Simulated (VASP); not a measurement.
# Be: single point with PBE

The system is Be.

```
CELL_PARAMETERS angstrom
7.19763 0.00000 0.00000
-3.59881 6.23333 0.00000
0.00000 0.00000 7.51912
ATOMIC_POSITIONS crystal
Be 0.98571 0.97679 0.02786
Be 0.13083 0.20806 0.25499
Be 0.08585 0.00788 0.48830
Be 0.12184 0.23039 0.71346
Be 0.09540 0.35440 0.01251
Be 0.14135 0.68934 0.17535
Be 0.95160 0.24691 0.48664
Be 0.12437 0.55142 0.69781
Be 0.03524 0.72703 0.89653
Be 0.27616 0.99719 0.29597
Be 0.02832 0.68087 0.45477
Be 0.20490 0.06296 0.80450
Be 0.33940 0.97226 0.99781
Be 0.46165 0.33597 0.28865
Be 0.40899 0.01125 0.51329
Be 0.55560 0.17055 0.73396
Be 0.36082 0.31351 0.00725
Be 0.32312 0.51464 0.18061
Be 0.43294 0.35182 0.58998
Be 0.58578 0.61794 0.74043
Be 0.31058 0.66584 0.94940
Be 0.51937 0.88705 0.19849
Be 0.40401 0.63804 0.50151
Be 0.37059 0.84890 0.74900
Be 0.71946 0.07272 0.98085
Be 0.84301 0.28333 0.21012
Be 0.70419 0.95965 0.57920
Be 0.86326 0.25590 0.72885
Be 0.77556 0.40290 0.94723
Be 0.85341 0.62860 0.20609
Be 0.71838 0.35987 0.45455
Be 0.79451 0.50955 0.70721
Be 0.67716 0.72802 0.01979
Be 0.83397 0.93517 0.27039
Be 0.69358 0.67237 0.47410
Be 0.90661 0.87188 0.75065
```

The cell was built by a generator and needn't be a form met in nature.

```yaml
Program: VASP 6.6.1
Task: single point
Functional: PBE
Potentials_or_basis: VASP PAW PBE potentials, release 64 (Be)
Cutoff: 520 eV
k_mesh: 2 × 2 × 2
Occupations: fermi-dirac, width 0.36 eV
Spin: no spin polarisation
```

```json
{"Pressure": "-1.4 GPa", "Largest force": "3.681 eV/Å", "Band gap on the k mesh": "none (metal or under the smearing width)"}
```

Forces on the atoms (eV/Å):
```
Be   1.438  0.748 -0.398
Be   0.250  0.059 -0.289
Be  -0.775  0.671  0.941
Be  -2.002  2.069 -0.585
Be  -1.906 -1.362 -1.337
Be   2.116 -0.451 -0.682
Be   0.791  1.059 -1.409
Be   0.270 -0.933  0.019
Be   0.511 -0.230  0.522
Be  -1.006 -0.784 -2.366
Be   0.599  0.252  0.033
Be   3.491 -1.152  0.186
Be   0.402  0.755  0.871
Be   0.779  0.747  0.238
Be   0.153 -0.177  0.254
Be  -0.266  0.573  1.272
Be   0.453 -0.271 -0.373
Be   0.528  1.571  0.861
Be   0.502 -0.707 -0.723
Be  -1.787  0.919  0.552
Be   1.381 -0.223  0.907
Be  -1.291 -0.558  0.593
Be  -1.627  0.052 -0.089
Be   0.247  0.450 -1.000
Be   0.066 -0.482 -0.636
Be   0.002  0.136  0.563
Be  -0.691 -0.641  0.169
Be  -0.692 -0.014  1.213
Be   0.315 -0.629  1.399
Be  -1.454 -0.433  0.281
Be  -0.010 -0.248  0.181
Be   0.107  0.805 -1.376
Be  -0.570 -0.708  0.163
Be  -0.434  0.066  0.311
Be   1.650 -0.531  0.186
Be  -1.539 -0.398 -0.451
```

Stress tensor (GPa, compression positive):
```
 0.68 -0.67  2.94
-0.67 -2.01 -1.18
 2.94 -1.18 -3.02
```

Levels at points of the mesh, in eV from the Fermi level:
```
           k point  band 33  band 34  band 35  band 36  band 37  band 38  band 39  band 40
(0.00, 0.00, 0.00)    -0.31    -0.22     0.05     0.16     0.23     0.43     0.72     0.91
(0.50, 0.00, 0.00)    -0.83    -0.61    -0.43    -0.06     0.04     0.33     0.40     0.88
(0.00, 0.50, 0.00)    -1.01    -0.63    -0.56    -0.11     0.01     0.49     0.79     0.95
(0.50, 0.50, 0.00)    -0.97    -0.59    -0.39    -0.07     0.01     0.41     0.55     0.74
(0.00, 0.00, 0.50)    -1.07    -1.01    -0.89    -0.51     0.04     0.12     0.59     0.76
(0.50, 0.00, 0.50)    -0.89    -0.83    -0.78     0.02     0.30     0.46     0.57     0.97
(0.00, 0.50, 0.50)    -0.97    -0.84    -0.65    -0.06     0.22     0.54     0.56     0.83
(0.50, 0.50, 0.50)    -1.04    -0.84    -0.36    -0.25     0.09     0.27     0.71     0.78
```

Run time: 2.8 min on 1 thread of Intel(R) Xeon(R) 6975P-C (Granite Rapids), with other jobs on the host, peak memory 0.41 GiB.

Caveat: the k mesh is coarse (spacing up to 0.50 Å⁻¹), so the values aren't converged; forces of over 1 eV/Å show positions far from the minimum, so gaps and moduli don't describe the material at rest.
